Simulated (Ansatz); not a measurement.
# Sn in Ansatz: the effect of functional

Crystal: Sn.

```
Sn
1.0
    -1.76040    1.81037    2.38420
     1.76040   -1.81037    2.38420
     1.76040    1.81037   -2.38420
Sn
1
Direct
  0.00000 0.00000 0.00000
```

This isn't the form of Sn at room conditions, which is tetragonal (white tin).

The cell isn't the ideal one: volume scaled by 1.06.

Alike in all runs:

| Item | Value |
| --- | --- |
| Program | Ansatz 0.2.0 |
| Task | single point |
| Potentials or basis | Ansatz PAW |
| k mesh | 11 × 11 × 11 |
| Occupations | fermi-dirac, width 0.05 eV |
| Spin | no spin polarisation |

| functional | cutoff | pressure (GPa) |
| --- | --- | --- |
| LDA | 420 eV (not typed: the program's choice for these potentials) | ? |
| PBEsol | 420 eV (not typed: the program's choice for these potentials) | -5.5 |
| r2SCAN | 500 eV (not typed: the program's choice for these potentials) | -4.3 |

Q: What does the run with functional LDA give?

A: Pressure -6.6 GPa.

Caveats: the PAW data sets come from PBE, with cores solved anew for the run's functional, which leaves a small shift of forces and pressure.

Runs at the PBE level aren't shown here.
